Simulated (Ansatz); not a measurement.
What strain does to BeTe (zincblende)

Zincblende BeTe, relaxed with r2SCAN in Ansatz 0.2.0. It is cubic, F-43m (No. 216); a = 5.657 Å in the conventional setting, 22.63 Å³ an atom. Around Be lie 4 Te at 2.45 Å; around Te lie 4 Be at 2.45 Å.

The axes x, y and z are those of this cell:
```
CELL_PARAMETERS angstrom
0.00000 2.82862 2.82862
2.82862 0.00000 2.82862
2.82862 2.82862 0.00000
ATOMIC_POSITIONS crystal
Be 0.00000 0.00000 0.00000
Te 0.25000 0.25000 0.25000
```

Unstrained: With PBE the valence top lies at Γ and the conduction bottom at X, 2.020 eV higher; the smallest vertical gap, at Γ, is 3.639 eV. The r2SCAN gap is indirect, 2.375 eV (Γ to X), below the direct gap of 4.040 eV at Γ. The HSE06 gap is indirect, 2.695 eV (Γ to X), below the direct gap of 4.482 eV at Γ. Meshes: PBE 8×8×8, r2SCAN 8×8×8, HSE06 6×6×6. Strains are changes of length per length. After each strain the atoms were relaxed again with r2SCAN within the symmetry that the strain leaves, so tilts or polar shifts that break it weren't tested; points keep the names that they have in the unstrained zone. The values are computed, spin-unpolarised, and not measurements.

Changes of the least gap in eV (an overlap counts as a negative gap):
```json
{"strain": "uniaxial +4.01 % along z", "volume change (%)": "+4.0", "space group": "I-4m2", "PBE": "-0.062", "r2SCAN": "-0.068", "HSE06": "-0.064", "energy rise, r2SCAN (meV/atom)": "11.1"}
{"strain": "epitaxial -0.48 % in the xy plane, free normal strain +0.38 %", "volume change (%)": "-0.6", "space group": "I-4m2", "PBE": "-0.048", "r2SCAN": "-0.050", "HSE06": "-0.051", "energy rise, r2SCAN (meV/atom)": "0.4"}
{"strain": "isotropic +5.99 % on every length", "volume change (%)": "+19.1", "space group": "F-43m", "PBE": "+0.353", "r2SCAN": "+0.353", "HSE06": "+0.368", "energy rise, r2SCAN (meV/atom)": "113.9"}
```

Uniaxial +4.01 % along z, other directions held. HSE06: the gap goes from 2.695 to 2.631 eV (-0.064 eV); with r2SCAN the top three valence levels at Γ, degenerate before, become 2+1 from the top over 225 meV. Stress change with r2SCAN, compression positive: xx -1.31, yy -1.31, zz -3.87 GPa.

Epitaxial -0.48 % in the xy plane, free normal strain +0.38 %. HSE06: the gap goes from 2.695 to 2.644 eV (-0.051 eV); with r2SCAN the top three valence levels at Γ, degenerate before, become 2+1 from the top over 49 meV. Stress change with r2SCAN, compression positive: xx +0.53, yy +0.53, zz -0.02 GPa.

Isotropic +5.99 % on every length. HSE06: the gap goes from 2.695 to 3.063 eV (+0.368 eV). Stress change with r2SCAN, compression positive: xx -7.32, yy -7.32, zz -7.32 GPa. For HSE06, dE_g/d ln V = 2.1 eV over this step.

Spin-orbit coupling is left out, which matters wherever the heavy atoms make up the band edges.

The meshes of the hybrids are coarse, so their gaps aren't converged to the digits shown.

The splittings at Γ are without spin-orbit coupling, which regroups them where it is of like size or larger.
